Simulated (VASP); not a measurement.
**Pb: relaxation of the atoms with PBE+dDsC**

Pb, a slab with vacuum:

```
Pb
1.0
     3.48000    0.00000    0.00000
    -1.74000    3.01377    0.00000
     0.00000    0.00000   23.38500
Pb
4
Direct
  0.66667 0.33333 0.32072
  0.33333 0.66667 0.44024
  0.66667 0.33333 0.55976
  0.33333 0.66667 0.67928
```

The slab is cut from a database's or a generator's crystal, which needn't be the stable form of the element.

The cell isn't the ideal one: the (0 0 1) slab of Pb, cut from the database cell, not relaxed.

```json
{
  "Program": "VASP 6.6.1",
  "Task": "relaxation of the atoms",
  "Functional": "PBE",
  "Dispersion": "dDsC",
  "Potentials or basis": "VASP PAW PBE potentials, release 64 (Pb_d)",
  "Cutoff": "520 eV",
  "k mesh": "9 × 9 × 1",
  "Occupations": "gaussian, width 0.05 eV",
  "Spin": "no spin polarisation",
  "Dipole correction": "yes",
  "Atoms held fixed (from 0)": "[0, 1]",
  "Further INCAR settings": "ALGO = Normal; EDIFF = 1e-06; IBRION = 2; EDIFFG = -0.005; NSW = 60"
}
```

```yaml
Energy_gained_by_relaxing: 10.2 meV/atom
Ionic_steps: 11
Band_gap_on_the_k_mesh: none (metal or under the smearing width)
Dispersion_energy_per_atom: -0.245 eV
```

Step by step:
```
step  energy change (eV)  largest force (eV/Å)  pressure (GPa)
   1              0.0000                0.3899            0.10
   2             -0.0068                0.3558            0.09
   3             -0.0178                0.2620            0.12
   4             -0.0183                0.2427            0.16
   5             -0.0209                0.2316            0.14
   6             -0.0277                0.2001            0.07
   7             -0.0372                0.1486           -0.10
   8             -0.0399                0.1264           -0.17
   9             -0.0407                0.1117           -0.16
  10             -0.0407                0.1132           -0.15
  11             -0.0408                0.1108           -0.15
```

Final structure:
```cif
data_structure
_symmetry_space_group_name_H-M 'P 1'
_symmetry_Int_Tables_number 1
_cell_length_a 3.4800
_cell_length_b 3.4800
_cell_length_c 23.3850
_cell_angle_alpha 90.000
_cell_angle_beta 90.000
_cell_angle_gamma 120.000
_cell_volume 245.26
loop_
_atom_site_label
_atom_site_type_symbol
_atom_site_fract_x
_atom_site_fract_y
_atom_site_fract_z
_atom_site_occupancy
Pb1 Pb 0.66667 0.33333 0.32072 1
Pb2 Pb 0.33333 0.66667 0.44024 1
Pb3 Pb 0.66667 0.33333 0.56844 1
Pb4 Pb 0.33333 0.66667 0.68532 1
```

Levels at points of the mesh, in eV from the Fermi level:
```csv
k point,band 24,band 25,band 26,band 27,band 28,band 29,band 30,band 31,band 32,band 33
"(0.00, 0.00, 0.00)",-8.67,-3.45,-1.59,1.05,2.95,3.49,4.79,4.98,5.94,5.94
```

Wall time 13 min on 1 thread of Intel(R) Xeon(R) Platinum 8488C (Sapphire Rapids) (shared host), peak memory 0.41 GiB.

The run has no spin-orbit coupling, so splittings on Pb are missing.
